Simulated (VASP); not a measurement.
Crystal: CdSe (Cadmoselite).

```
Cd Se
1.0
     4.30000    0.00000    0.00000
    -2.15000    3.72391    0.00000
     0.00000    0.00000    7.02000
Cd Se
2 2
Direct
  0.33333 0.66667 0.00000
  0.66667 0.33333 0.50000
  0.33333 0.66667 0.38500
  0.66667 0.33333 0.88500
```

* Program: VASP 6.6.1
* Task: relaxation of cell and atoms
* Functional: r2SCAN
* Potentials or basis: VASP PAW PBE potentials, release 64 (Cd, Se)
* Cutoff: 600 eV
* k mesh: 9 × 9 × 4
* Occupations: gaussian, width 0.03 eV
* Spin: no spin polarisation

At the start: pressure 1.8 GPa; volume 28.10 Å³/atom.

Question: How do energy, volume and symmetry change on relaxing?

Answer: Over 7 steps the energy falls by 9.4 meV/atom and the volume is 28.99 Å³/atom (+3.1 %); space group P6_3mc (No. 186, to 0.05 Å).

Step by step:
```
step  energy change (eV)  largest force (eV/Å)  pressure (GPa)  volume (Å³)
   1              0.0000                0.2854            1.80       112.41
   2             -0.0302                0.0451           -0.73       117.61
   3             -0.0333                0.0988           -0.19       116.34
   4             -0.0350                0.0516           -0.01       115.93
   5             -0.0352                0.0269            0.08       115.73
   6             -0.0362                0.0194            0.05       115.79
   7             -0.0376                0.0021           -0.02       115.95
```

Final structure:
```
Cd Se
1.0
     4.34714    0.00000    0.00000
    -2.17357    3.76473    0.00000
     0.00000    0.00000    7.08486
Cd Se
2 2
Direct
  0.33333 0.66667 0.00452
  0.66667 0.33333 0.50452
  0.33333 0.66667 0.38048
  0.66667 0.33333 0.88048
```

Caveat: the PAW data sets were made with another functional, which shifts forces and pressure a little.
